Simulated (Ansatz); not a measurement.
The system is MnS.

```
CELL_PARAMETERS angstrom
0.00000 2.60450 2.60450
2.60450 0.00000 2.60450
2.60450 2.60450 0.00000
ATOMIC_POSITIONS crystal
Mn 0.00000 0.00000 0.00000
S 0.50000 0.50000 0.50000
```

Base run:

```yaml
Program: Ansatz 0.2.0
Functional: PBEsol
Potentials_or_basis: all-electron LAPW, inner shells corrected to Dirac's equation
Cutoff: 217 eV (chosen from the basis error)
Basis_error_allowed: 0.001 eV/atom
k_mesh: 9 × 9 × 9
Occupations: fermi-dirac, width 0.05 eV
Spin: collinear spin, ferromagnetic start
Starting_moments: "[4.0, 0.0] μB"
```

Its results: pressure -7.3 GPa; net moment 4.69 μB per cell; site moments Mn +4.41; S +0.14 μB.

After a change of settings the same cell gave: pressure -11.6 GPa; net moment 4.57 μB per cell; site moments Mn +4.29; S +0.14 μB. Which change was it?
A. potentials or basis from all-electron LAPW, inner shells corrected to Dirac's equation to all-electron LAPW, non-relativistic
B. potentials or basis from all-electron LAPW, inner shells corrected to Dirac's equation to all-electron LAPW, scalar-relativistic
C. potentials or basis from all-electron LAPW, inner shells corrected to Dirac's equation to all-electron PAW datasets made for the crystal
D. functional from PBEsol to LDA; potentials or basis from all-electron LAPW, inner shells corrected to Dirac's equation to all-electron LAPW, scalar-relativistic

D.

Caveats: a cell with one magnetic atom can't hold antiferromagnetic order, which such compounds often take.

The runs don't all hold the same shells in valence.

Runs at the PBE level aren't shown here.
